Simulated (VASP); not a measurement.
Runs of VASP 6.6.1 on InAs. Symmetry: F-43m, No. 216, cubic system. The conventional cell has a = 6.036 Å, b = 6.036 Å, c = 6.036 Å, α = 90.00°, β = 90.00°, γ = 90.00°. In (site symmetry -43m) is surrounded by 4 As at 2.61 Å. As (site symmetry -43m) is surrounded by 4 In at 2.61 Å. 

```tsv
level	gap on the mesh (eV)	pressure (GPa)	relaxed volume (Å³/atom)
PBE+D3	none	0.0	28.92
PBE+MBD	none	0.0	28.75
PBE+TS	none	0.0	(b)
PBE+rVV10	none	0.0	(a)
PBEsol+D3(BJ)	none	0.0	27.40
```

Alike in all rows: task relaxation of cell and atoms; potentials or basis VASP PAW PBE potentials, release 64 (In_d, As); no spin polarisation; cell relaxed; k mesh 8 × 8 × 8; cutoff (eV) 600; smearing fermi-dirac 0.05 eV.

Task: Fill in the values left out.

Result: (a) 29.16; (b) 28.59.

Caveats: pairwise dispersion overbinds metals, which lowers pressure and volume; this crystal is a semiconductor, whose small gap the functional closes, so the metal is an error of the method; atom-pairwise D2, TS and ULG terms overbind metals (some runs); the PAW data sets were made with another functional, which shifts forces and pressure a little (some runs).

A k mesh can miss the band edges, and the runs leave out spin-orbit coupling on As, In.

A gap of «none» marks a metal or a gap under the smearing width.
